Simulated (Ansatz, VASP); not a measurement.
## Two plane-wave programs on Ni

Contents of INCAR:

```
SYSTEM = Ni
PREC = Accurate
ENCUT = 520
EDIFF = 1E-7
ISMEAR = -1
SIGMA = 0.1
LREAL = .False.
LASPH = .True.
NELM = 60
ALGO = Normal
ISIF = 2
LWAVE = .False.
LCHARG = .False.
GGA = CA
NBANDS = 17
```

KPOINTS

```
Automatic mesh
0
Gamma
  12 12 12
  0 0 0
```

The input POSCAR:

```
Ni
1.0
    0.0000000000      2.4681546017      2.4681546017
    2.4681546017      0.0000000000      2.4681546017
    2.4681546017      2.4681546017      0.0000000000
Ni
2
Direct
    0.1250000000      0.1250000000      0.1250000000
    0.8750000000      0.8750000000      0.8750000000
```

Input for Ansatz:

```yaml
crystal:
  lattice:
    - [0.0, 2.4681546017, 2.4681546017]
    - [2.4681546017, 0.0, 2.4681546017]
    - [2.4681546017, 2.4681546017, 0.0]
  atoms:
    - { symbol: Ni, position: [0.125, 0.125, 0.125] }
    - { symbol: Ni, position: [0.875, 0.875, 0.875] }
hamiltonian:
  xc: lda
  pseudopotentials:
    kind: paw
    azcp:
      Ni: "pseudopotentials/Ni.paw.azcp"
basis:
  ecutwfc: 420
  fft_grid_basis: typed
kpoints:
  mp_grid: { grid: [12, 12, 12], shift: [0, 0, 0] }
magnetization:
  spin_polarized: false
scf:
  occupations: { method: fermi_dirac, width: 0.1 }
  lower_state_search: "off"
output:
  stress: true
```

Alike in both runs: task single point; functional LDA; k mesh 12 × 12 × 12; occupations fermi-dirac, width 0.1 eV; no spin polarisation.

```csv
,VASP,Ansatz
version,VASP 6.6.1,Ansatz 0.2.0
potentials or method,"VASP PAW LDA potentials, release 64 (Ni)","plane waves (420 eV) with PAW, scalar-relativistic"
plane-wave cutoff (eV),520,420
valence electrons in the cell,20,36
```

VASP gave:

```
pressure (GPa) : -0.2
```

**Question.** What did Ansatz give for the same quantities?

**Answer.** Pressure (GPa): 0.0.

The two sets of potentials don't hold the same shells in valence. Ansatz warned: «pseudo_functional_mismatch».

Caveats: the run has no spin polarisation, though such a crystal can be magnetic. Spin polarisation is off, so any magnetic state and its effect on volume and gap are missing.
